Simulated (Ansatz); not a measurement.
**BaO: the gap against volume**

BaO, Fm-3m, a = 5.544 Å. Ansatz: r2SCAN, PAW, 500 eV, Γ-centred 8×8×8 mesh on 2 atoms, Gaussian smearing 0.02 eV; no spin polarisation. Symmetry fixes shape and atoms, so the cell is only scaled; x = ln(V/V0) with V0 = 21.303 Å³/atom. The gap is read at the mesh points alone.

```
      x gap y (eV)
-0.0619       2.151
-0.0305       2.271
 0.0000       2.377
 0.0296       2.469
 0.0583           ?
```

Problem. Fit a straight line to the other rows, give the volume deformation potential of the gap and its pressure coefficient, and predict the missing gap. B0 = 75.8 GPa.

Solution. Means x = -0.01570, y = 2.3170; Σ(Δx)² = 0.004652, ΣΔxΔy = 0.01618; the slope is their ratio. y = 2.3716 + 3.4775 x. The slope is the deformation potential a = dE_g/d ln V = 3.48 eV, and dE_g/dP = −a/B0 = -45.9 meV/GPa. With a term in x² added, the coefficient of x becomes 3.288, 5 % less, which shows how far this figure hangs on the form. At x = 0.0583 the fit asked for gives 2.574 eV. The run gave 2.550 eV, so the fit is 0.024 eV too high, 6 % of the span of the series, against an rms of 0.005 eV on the fitted rows. The row lies outside the fitted range. With a term in x² added, a fit to the same known rows predicts 2.549 eV, so most of the miss is curvature that the known rows already hold.

Spin-orbit coupling is left out, which matters for the bands of heavy elements. Semilocal functionals give gaps under the measured ones; changes of the gap mostly carry over better.

Cost: 5 runs of about 0.74 core-minutes in all, on Arm Neoverse N1 (shared hosts).